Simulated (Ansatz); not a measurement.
## PbSe: frozen-core PAW against all-electron methods

```
Pb Se
1.0
     5.21700    0.00000    0.00000
    -2.60850    4.51806    0.00000
     0.00000    0.00000    6.23791
Pb Se
2 2
Direct
  0.33333 0.66667 0.93798
  0.66667 0.33333 0.43798
  0.33333 0.66667 0.43802
  0.66667 0.33333 0.93802
```

Atoms are numbered in the order listed.

The conventional cell has a = 5.217 Å, b = 5.217 Å, c = 6.238 Å, α = 90.00°, β = 90.00°, γ = 120.00°. Pb (atom 1) is surrounded by 5 Se at 3.01 to 3.12 Å. Se (atom 3) is surrounded by 5 Pb at 3.01 to 3.12 Å.

The structure comes from a relaxation in the same program, started in the wurtzite type, and has space group P6_3/mmc. Whether it is a known phase or the ground state wasn't checked. The relaxation left the symmetry of that type.

Spin–orbit coupling is left out, though it moves levels of the heavy atoms by tenths of an eV or more.

Levels of theory: DFT, PBE, PAW with Ansatz's default frozen-core files, scalar-relativistic (Ansatz 0.2.0); DFT, PBE, all-electron PAW with datasets made for the crystal, scalar-relativistic (Ansatz 0.2.0); DFT, PBE, all-electron LAPW, scalar-relativistic (Ansatz 0.2.0).

For PAW: a Γ-centred 8×8×5 k mesh, Fermi–Dirac smearing of 0.08 eV, cutoff 420 eV, no spin polarisation. The crystal-made all-electron datasets (AE datasets) take a cutoff of 240 eV at this cell. LAPW targets a basis error of 0.5 meV/atom. The Ansatz runs share mesh, smearing and spin set-up. Plane-wave (PAW) pressures include the program's estimate of the Pulay term.

Stress and pressure are positive in compression.

Spin–orbit coupling is left out, which moves gradients at and beside heavy atoms by some per cent and at worst by a factor of two.

Levels count from the top of the valence band.

```csv
quantity,PAW,AE datasets,LAPW
pressure (GPa),0.00,0.00,0.00
band gap (eV),1.192,1.191,1.191
highest filled level at Γ (eV),-1.607,-1.608,-1.608
lowest empty level at Γ (eV),1.788,1.787,1.787
highest filled level at K (eV),-0.482,-0.482,-0.482
lowest empty level at K (eV),2.443,2.442,2.442
highest filled level at A (eV),-1.207,-1.208,-1.208
lowest empty level at A (eV),2.164,2.163,2.163
field gradient Vzz at Pb1 (10²¹ V/m²),2.86,2.85,–
field gradient Vzz at Se3 (10²¹ V/m²),-0.95,-0.96,–
```

PAW's pressure differs from the LAPW value by about 0.01 GPa or less.
